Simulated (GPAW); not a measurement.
# SnO2 (Pnnm) in GPAW: further runs

Aim: see how the results for SnO2 move with the level of theory and the settings. Levels: r2SCAN, RPBE, GLLB-SC. Tasks: band structure, optical spectrum.

Everything below comes from runs of GPAW 26.7.0. Logs are shortened: lines on timing, memory, paths and dates and some standing lists are left out, and cuts for length are marked. The log counts tension as positive stress, the text compression.

## Step 1: Starting point

It takes space group Pnnm (No. 58, orthorhombic). Conventional cell: a = 4.788 Å, b = 4.867 Å, c = 3.241 Å, α = 90.00°, β = 90.00°, γ = 90.00°. Sn (site symmetry 2/m) is surrounded by 6 O at 2.09 to 2.10 Å. O (site symmetry m) has 3 Sn at 2.09 to 2.10 Å as nearest neighbours.

The cell is a database's computed one.

## Step 2: Band structure, r2SCAN

File run.py:

```python
from ase import Atoms
from ase.dft.bandgap import bandgap
from ase.io import write
from ase.units import GPa
from gpaw import GPAW, PW

atoms = Atoms(['Sn', 'Sn', 'O', 'O', 'O', 'O'],
              cell=[[4.788004, 0.0, 0.0],
                    [0.0, 4.866582, 0.0],
                    [0.0, 0.0, 3.240898]],
              scaled_positions=[[0.0, 0.0, 0.0],
                                [0.5, 0.5, 0.5],
                                [0.708145, 0.678958, 0.0],
                                [0.208145, 0.821042, 0.5],
                                [0.791855, 0.178958, 0.5],
                                [0.291855, 0.321042, 0.0]],
              pbc=True)

calc = GPAW(mode=PW(800),
            xc='MGGA_X_R2SCAN+MGGA_C_R2SCAN',
            kpts={'size': (4, 4, 6), 'gamma': True},
            occupations={'name': 'fermi-dirac', 'width': 0.05},
            nbands=43,
            convergence={'density': 1e-05, 'energy': 1e-05},
            maxiter=150,
            txt='gpaw.txt')
atoms.calc = calc
energy = atoms.get_potential_energy()
forces = atoms.get_forces()
stress = atoms.get_stress()
calc.write('gs.gpw')
write('result.traj', atoms)
print(f'Energy: {energy:.6f} eV')
print('Forces (eV/A):')
print(forces.round(4))
print('Stress (GPa):', (stress / GPa).round(3))
print('Fermi level:', round(calc.get_fermi_level(), 4), 'eV')
print(f'Gap: {bandgap(calc)[0]:.4f} eV, direct: {bandgap(calc, direct=True)[0]:.4f} eV')

path = atoms.cell.bandpath('GXSYGZURTZ,YT,UX,SR', npoints=60, eps=1e-4)
bs_calc = calc.fixed_density(kpts=path, symmetry='off', nbands=62,
                             convergence={'bands': 'CBM+6.0', 'eigenstates': 1e-6}, txt='bands.txt')
bs = bs_calc.band_structure()
bs.write('bs.json')
print(f'Gap on the path: {bandgap(bs_calc)[0]:.4f} eV')
```

Potentials or basis: GPAW PAW data sets (gpaw-data 1.2.1), pw.

Started as:

```console
$ OMP_NUM_THREADS=1 python run.py
```

gpaw.txt:

```text
__  _  _
 | _ |_)|_||  |
 |__||  | ||/\| - 26.7.0

Input parameters:
  mode=PW(ecut=800.0),
  convergence={'density': 1e-05, 'energy': 1e-05},
  kpts=MonkhorstPack(size=(4, 4, 6), gamma=True),
  maxiter=150,
  nbands=43,
  occupations=Occupations(name='fermi-dirac', width=0.05),
  xc=XC(name='MGGA_X_R2SCAN+MGGA_C_R2SCAN')

Diagonalizing LCAO Hamiltonian
Converting LCAO to pw mode
    .-----------.
   /|           |
  / |           |
 *  | O  Sn     |
 |  .------O----.
 | /        O  /
 |/  O        /
 Sn----------*

Atoms  # Å, Bohr magnetons
|   | symbol |        x |        y |        z |    initial magnetic moments |
|---|--------|----------|----------|----------|-----------------------------|
| 0 |     Sn | 0.000000 | 0.000000 | 0.000000 | ( 0.0000,  0.0000,  0.0000) |
| 1 |     Sn | 2.394002 | 2.433291 | 1.620449 | ( 0.0000,  0.0000,  0.0000) |
| 2 |      O | 3.390601 | 3.304205 | 0.000000 | ( 0.0000,  0.0000,  0.0000) |
| 3 |      O | 0.996599 | 3.995668 | 1.620449 | ( 0.0000,  0.0000,  0.0000) |
| 4 |      O | 3.791405 | 0.870914 | 1.620449 | ( 0.0000,  0.0000,  0.0000) |
| 5 |      O | 1.397403 | 1.562377 | 0.000000 | ( 0.0000,  0.0000,  0.0000) |

Unit cell  # Å
| periodic |        x |        y |        z |  lengths |    angles |
|----------|----------|----------|----------|----------|-----------|
|      yes | 4.788004 | 0.000000 | 0.000000 | 4.788004 | 90.000000 |
|      yes | 0.000000 | 4.866582 | 0.000000 | 4.866582 | 90.000000 |
|      yes | 0.000000 | 0.000000 | 3.240898 | 3.240898 | 90.000000 |

Number of symmetries: 4
Symmetry operations  # r_c * U_cc + t_c -> r_c
|   | kind |            matrix            |
|---|------|------------------------------|
| 0 |  E   |  1, 0, 0,  0, 1, 0,  0, 0, 1 |
| 1 |  σ   |  1, 0, 0,  0, 1, 0,  0, 0,-1 |
| 2 |  C2  | -1, 0, 0,  0,-1, 0,  0, 0, 1 |
| 3 |  i   | -1, 0, 0,  0,-1, 0,  0, 0,-1 |

BZ-sampling:
  Number of BZ points: 96
  Number of IBZ points: 40

  Monkhorst-Pack size: [4, 4, 6]
  Monkhorst-Pack shift: [0.125, 0.125, 0.08333333333333333]

K-points  # in reciprocal-cell coordinates
|     |                                coordinates |     weight |
|-----|--------------------------------------------|------------|
|   0 | (  0.00000000,   0.00000000,   0.00000000) | 0.01041667 |
|   1 | (  0.00000000,   0.00000000,   0.16666667) | 0.02083333 |
|   2 | (  0.00000000,   0.00000000,   0.33333333) | 0.02083333 |
|   3 | (  0.00000000,   0.00000000,   0.50000000) | 0.01041667 |
|   4 | (  0.00000000,   0.25000000,   0.00000000) | 0.02083333 |
|   5 | (  0.00000000,   0.25000000,   0.16666667) | 0.04166667 |
|   6 | (  0.00000000,   0.25000000,   0.33333333) | 0.04166667 |
|   7 | (  0.00000000,   0.25000000,   0.50000000) | 0.02083333 |
|   8 | (  0.00000000,   0.50000000,   0.00000000) | 0.01041667 |
|   9 | (  0.00000000,   0.50000000,   0.16666667) | 0.02083333 |
| ... |                                            |            |
|  39 | (  0.50000000,   0.50000000,   0.50000000) | 0.01041667 |

Plane wave coefficients: 3940
Cutoff: 800.0 eV

Spin-components: 1 (collinear spins)
Bands:           43
Projectors:      32
Spin-degeneracy: 2
Datatype:        complex128

Parallelization:
  kpt:    1
  domain: 1
  band:   1

Density:
  Valence electrons: 52.0
  Components: 1
  Grid points: [32 32 24]
  Charge: 0.0  # |e|

Potential:
  Grid points: [32 32 24]

species:
  Sn:
    name:    Tin
    Z:       50.0
    valence: 14
    core:    36
    charge:  0.0  # [|e|]
    compensation charges:
      type: gauss
      rc: 0.38  # [Å]
      lmax: 2
    cutoffs:
      filter: 2.23  # [Å]
      core: 2.35  # [Å]
    projectors
    | kind |    occ | energy [eV] | rcut [Å] |
    |------|--------|-------------|----------|
    |   5s |  2.000 |     -10.538 |    1.201 |
    |   5p |  2.000 |      -3.696 |    1.270 |
    |   4d | 10.000 |     -25.845 |    1.185 |
    |    s |        |      16.674 |    1.201 |
    |    p |        |      23.515 |    1.270 |
    |    d |        |       1.367 |    1.185 |

    Using partial waves for Sn as LCAO basis

  O:
    name:    Oxygen
    Z:       8.0
    valence: 6
    core:    2
    charge:  0.0  # [|e|]
    compensation charges:
      type: gauss
      rc: 0.21  # [Å]
      lmax: 2
    cutoffs:
      filter: 1.17  # [Å]
      core: 0.83  # [Å]
    projectors
    | kind |    occ | energy [eV] | rcut [Å] |
    |------|--------|-------------|----------|
    |   2s |  2.000 |     -23.961 |    0.688 |
    |   2p |  4.000 |      -9.029 |    0.598 |
    |    s |        |       3.251 |    0.688 |
    |    p |        |      18.182 |    0.598 |
    |    d |        |       0.000 |    0.619 |

    Using partial waves for O as LCAO basis

Reference energy: -344184.795819  # eV

eigensolver:
  PPCG
  Converge bands: occupied
  niter=2

density mixing:
  MSR1-Mixer
  Pratt-step length: 0.05
  Maximum mixing coefficient: 0.75
  Old densities: 10
  SVD Regularization: 0.005
  Good broyden scale: 1.0
  Trust region scale: 1.0
  Backstep threshold: 4.0
  History deletion threshold: 6.0
  Fourier metric: weight=20.0, sigma=0.015

occupation numbers:
  Fermi-Dirac:
    width: 0.0500  # eV

poisson solver:
  ecut: 6400.0  # eV

xc functional:
  name: MGGA_X_R2SCAN+MGGA_C_R2SCAN with 2 nearest neighbor stencil

convergence criteria:
- Maximum integral of absolute [dens]ity change: 1e-05 electrons / valence electron
- Maximum [total energy] change in last 3 cyles: 1e-05 eV / valence electron
- Maximum integral of absolute [eigenst]ate change: 4e-08 eV^2 / valence electron
maximum number of iterations: 150

SCF iterations
|iter     | |      energy | eigst |  dens |
|---------|-|-------------|-------|-------|
|iter:   1| |  -92.556295 | +0.50 |       |
|iter:   2| |  -76.734541 | -1.11 | -0.88 |
|iter:   3| |  -73.562725 | -0.32 | -0.91 |
|iter:   4| |  -73.508242 | -1.88 | -1.49 |
|iter:   5| |  -73.551011 | -2.59 | -1.77 |
|iter:   6| |  -73.551197 | -4.11 | -2.78 |
|iter:   7| |  -73.550970c| -4.90 | -3.00 |
|iter:   8| |  -73.551035c| -5.66 | -3.35 |
|iter:   9| |  -73.551035c| -7.05 | -4.09 |
|iter:  10| |  -73.551035c| -7.72c| -4.88 |
|iter:  11| |  -73.551035c| -8.41c| -5.42c|

Converged in 11 steps
Energy contributions relative to reference atoms: (reference = -344184.795819)

Energy contributions:
  Kinetic:          65.781831
  Coulomb:         -58.250287
  Zero:             -0.005075
  External:          0.000000
  Xc:              -81.077504
  Entropy:          -0.000000
  Spinorbit:         0.000000
  ----------------------------
  Free energy:     -73.551035
  Extrapolated:    -73.551035

dipole moment: (-15.531933, -15.786834, -28.710408)  # |e|*Ang

Fermi level: 5.681
Eigenvalues  # (at kpt = [0.000, 0.000, 0.000])
| band index |      eig [eV] | occ [0-2] |
|------------|---------------|-----------|
|          0 |       -16.635 |     2.000 |
|        ... |               |           |
|         18 |         2.074 |     2.000 |
|         19 |         3.099 |     2.000 |
|         20 |         3.103 |     2.000 |
|         21 |         3.813 |     2.000 |
|         22 |         3.850 |     2.000 |
|         23 |         4.315 |     2.000 |
[... 8 lines left out ...]
|         32 |        17.292 |     0.000 |
|         33 |        17.772 |     0.000 |
|        ... |               |           |
|         42 |        25.752 |     0.000 |

Gap: 1.451 eV
Transition (v -> c):
  (s=0, k=0, n=25, [0.00, 0.00, 0.00]) -> (s=0, k=0, n=26, [0.00, 0.00, 0.00])
No difference between direct/indirect transitions

Forces  # eV/Ang
|        x |        y |       z |
|----------|----------|---------|
|  0.00000 |  0.00000 | 0.00000 |  # Sn   0
|  0.00000 |  0.00000 | 0.00000 |  # Sn   1
| -0.14668 |  0.03475 | 0.00000 |  # O    2
| -0.14668 | -0.03475 | 0.00000 |  # O    3
|  0.14668 |  0.03475 | 0.00000 |  # O    4
|  0.14668 | -0.03475 | 0.00000 |  # O    5

Stress tensor  # eV/Ang^3
|        x |        y |        z |
|----------|----------|----------|
| 0.052508 | 0.000000 | 0.000000 |
| 0.000000 | 0.054483 | 0.000000 |
| 0.000000 | 0.000000 | 0.067988 |

# Writing to gs.gpw (mode='')
```

Run time: 9.3 min. Hardware: 1 thread of Intel Xeon Platinum 8259CL at 2.50GHz (Skylake/Cascade Lake), shared host; peak memory 0.77 GiB.

Results:

| Item | Value |
| --- | --- |
| Free energy | -73.5510 eV |
| Pressure | -9.3 GPa |
| Largest force | 0.151 eV/Å |
| Band gap on the k mesh | 1.45 eV, direct |
| Band gap along the path | 1.45 eV, direct |

Forces in eV/Å, atoms in the order of the input:
```
Sn   0.000  0.000  0.000
Sn   0.000  0.000  0.000
O   -0.147  0.035  0.000
O   -0.147 -0.035  0.000
O    0.147  0.035  0.000
O    0.147 -0.035  0.000
```

Levels at the corners of the path, in eV from the valence-band top:
| point | band 24 | band 25 | band 26 | band 27 | band 28 | band 29 |
| --- | --- | --- | --- | --- | --- | --- |
| Γ | -0.63 | -0.63 | 0.00 | 1.45 | 6.48 | 6.86 |
| X | -1.48 | -1.08 | -1.08 | 6.45 | 6.45 | 10.30 |
| S | -0.85 | -0.68 | -0.68 | 6.75 | 6.75 | 8.67 |
| Y | -1.08 | -0.45 | -0.45 | 4.54 | 4.54 | 7.41 |
| Γ | -0.63 | -0.63 | 0.00 | 1.45 | 6.48 | 6.86 |
| Z | -1.06 | -0.56 | -0.56 | 4.70 | 4.70 | 7.89 |
| U | -1.06 | -0.58 | -0.58 | 6.65 | 6.65 | 8.45 |
| R | -0.85 | -0.70 | -0.70 | 5.21 | 5.21 | 9.50 |
| T | -1.20 | -0.77 | -0.77 | 5.06 | 5.06 | 7.95 |
| Z | -1.06 | -0.56 | -0.56 | 4.70 | 4.70 | 7.89 |
| Y | -1.08 | -0.45 | -0.45 | 4.54 | 4.54 | 7.41 |
| T | -1.20 | -0.77 | -0.77 | 5.06 | 5.06 | 7.95 |
| U | -1.06 | -0.58 | -0.58 | 6.65 | 6.65 | 8.45 |
| X | -1.48 | -1.08 | -1.08 | 6.45 | 6.45 | 10.30 |
| S | -0.85 | -0.68 | -0.68 | 6.75 | 6.75 | 8.67 |
| R | -0.85 | -0.70 | -0.70 | 5.21 | 5.21 | 9.50 |

Caveat: the PAW data sets were made with another functional, which shifts forces and pressure a little; spin-orbit coupling is left out, which moves the levels of the heavy elements. r2SCAN opens gaps a little over a GGA but as a rule still falls short of measured ones.

(Continued in part 2 of 2.)
